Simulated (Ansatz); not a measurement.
Here is an Ansatz 0.2.0 calculation.

input.yaml

```yaml
crystal:
  lattice:
    - [0.0, 2.72525, 2.72525]
    - [2.72525, 0.0, 2.72525]
    - [2.72525, 2.72525, 0.0]
  atoms:
    - { symbol: Ga, position: [0.0, 0.0, 0.0] }
    - { symbol: P, position: [0.75, 0.75, 0.75] }
kpoints:
  mp_grid: { grid: [8, 8, 8] }
scf:
  occupations: { method: fermi_dirac, width: 0.05 }
hamiltonian:
  xc: pbe
  pseudopotentials: { kind: all_electron, lapw: { basis_error: 0.001 } }
output:
  forces: true
  stress: true
  eigenvalues: true
  populations: true
```

Potentials or basis: all-electron LAPW, scalar-relativistic.

Command:

```console
$ ansatz run input.yaml --threads 1 --pin off --max-ram 3072MiB --backend cpu --events-out ev --progress --plain --runs-dir out
```

(1) Estimate the band gap on the k mesh.

(2) Estimate the pressure.

Results:

(1) 1.64 eV, indirect (least direct gap 1.83 eV).

(2) 2.5 GPa.

**Experimental background.**

From “Stacking defects in GaP nanowires: Electronic structure and optical properties”, 2018, arxiv:1810.01194, for a bulk crystal of GaP at 10 K: band gap 2.34 eV (indirect).

A measured gap of GaP is 2.34 eV (indirect; 10 K; quoted in “Stacking defects in GaP nanowires: Electronic structure and optical properties”, 2018, arxiv:1810.01194); the calculated 1.64 eV misses it by -0.70 eV. Spin-orbit coupling on Ga is left out. The value is that of PBE on a finite k mesh, which can miss the band edges, without temperature or zero-point motion. Semilocal functionals fall short of measured gaps as a rule.
